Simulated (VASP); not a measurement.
LiNbO3: relaxation of cell and atoms with r2SCAN

LiNbO3:

```xyz
10
Lattice="2.5758 1.4871 4.6230 -2.5758 1.4871 4.6230 0.0000 -2.9743 4.6230" Properties=species:S:1:pos:R:3 pbc="T T T"
Li    0.0000    0.0000    3.9041
Li    0.0000    0.0000   10.8386
Nb    0.0000    0.0000    0.0008
Nb    0.0000    0.0000    6.9353
O    -0.6338   -1.4403    5.5026
O     1.5642    0.1713    5.5026
O    -0.9305    1.2690    5.5026
O    -1.6453   -0.2181    7.8141
O     0.6338    1.5340    7.8141
O     1.0116   -1.3159    7.8141
```

```yaml
Program: VASP 6.6.1
Task: relaxation of cell and atoms
Functional: r2SCAN
Potentials_or_basis: VASP PAW PBE potentials, release 64 (Li_sv, Nb_sv, O)
Cutoff: 600 eV
k_mesh: 6 × 6 × 6
Occupations: gaussian, width 0.03 eV
Spin: no spin polarisation
Further_INCAR_settings: ALGO = Normal; EDIFF = 1e-06; IBRION = 2; EDIFFG = -0.01; NSW = 90; ISIF = 3
```

The relaxed volume is 10.52 Å³/atom, the relaxed cell is a = 5.490 Å, b = 5.490 Å, c = 5.490 Å, α = 55.67°, β = 55.67°, γ = 55.67° and the space group after relaxing (to 0.05 Å) is R3c (No. 161). The energy gained by relaxing is 1.0 meV/atom, the ionic steps are 24 and the pressure after relaxing is 0.0 GPa. The largest force after relaxing is 0.006 eV/Å. The band gap on the k mesh is 4.02 eV, indirect (least direct gap 4.07 eV).

Forces on the atoms (eV/Å):
```
Li   0.000  0.000  0.006
Li   0.000  0.000  0.006
Nb   0.000  0.000 -0.001
Nb   0.000  0.000 -0.001
O    0.005  0.000 -0.001
O   -0.003  0.004 -0.001
O   -0.002 -0.004 -0.001
O    0.002 -0.004 -0.001
O   -0.005  0.000 -0.001
O    0.003  0.004 -0.001
```

Step by step:
```tsv
step	energy change (eV)	largest force (eV/Å)	pressure (GPa)	volume (Å³)
1	0.0000	0.1161	0.06	106.25
2	-0.0028	0.0704	-0.64	106.31
3	-0.0032	0.0724	-0.95	106.34
4	-0.0047	0.0618	-0.78	106.18
5	-0.0077	0.0339	-0.25	105.70
6	-0.0072	0.0454	0.86	104.74
7	-0.0086	0.0183	0.21	105.30
8	-0.0088	0.0155	0.11	105.32
9	-0.0089	0.0186	0.01	105.33
10	-0.0090	0.0258	-0.18	105.36
11	-0.0090	0.0220	-0.11	105.35
12	-0.0092	0.0281	0.01	105.30
13	-0.0092	0.0302	0.06	105.29
14	-0.0092	0.0334	0.13	105.26
15	-0.0092	0.0316	0.08	105.28
16	-0.0093	0.0376	0.02	105.30
17	-0.0095	0.0368	-0.17	105.37
18	-0.0096	0.0327	-0.16	105.36
19	-0.0097	0.0146	-0.11	105.33
20	-0.0097	0.0144	-0.05	105.31
21	-0.0099	0.0139	0.08	105.24
22	-0.0098	0.0183	0.34	105.11
23	-0.0099	0.0154	0.16	105.20
24	-0.0100	0.0056	0.04	105.24
```

Final structure:
```
Li Nb O
1.0
     2.56324    1.47989    4.62371
    -2.56324    1.47989    4.62371
     0.00000   -2.95978    4.62371
Li Nb O
2 2 6
Direct
  0.28239 0.28239 0.28239
  0.78239 0.78239 0.78239
  0.99997 0.99997 0.99997
  0.49997 0.49997 0.49997
  0.10677 0.36340 0.71928
  0.71928 0.10677 0.36340
  0.36340 0.71928 0.10677
  0.21928 0.86340 0.60677
  0.86340 0.60677 0.21928
  0.60677 0.21928 0.86340
```

Levels at points of the mesh, in eV from the valence-band top:
| k point | band 31 | band 32 | band 33 | band 34 | band 35 | band 36 | band 37 | band 38 |
| --- | --- | --- | --- | --- | --- | --- | --- | --- |
| (0.00, 0.00, 0.00) | -0.64 | -0.53 | -0.01 | -0.01 | 4.05 | 4.05 | 4.50 | 5.57 |
| (0.50, 0.00, 0.00) | -0.29 | -0.29 | -0.19 | -0.19 | 4.30 | 4.30 | 5.17 | 5.17 |
| (0.50, 0.50, 0.00) | -0.68 | -0.68 | -0.48 | -0.21 | 4.13 | 4.56 | 5.04 | 5.05 |
| (0.50, 0.50, 0.50) | -0.31 | -0.31 | -0.31 | -0.31 | 5.10 | 5.10 | 5.29 | 5.29 |

It took 33 min on 4 MPI ranks on Intel(R) Xeon(R) 6975P-C (Granite Rapids), with other jobs on the host, peak memory 0.46 GiB a rank.

Caveat: the cutoff is under 1.25 times the usual one of these potentials, so pressure, stress and relaxed cells hold a basis-set (Pulay) error; the PAW data sets were made with another functional, which shifts forces and pressure a little. A k mesh can miss the band edges.
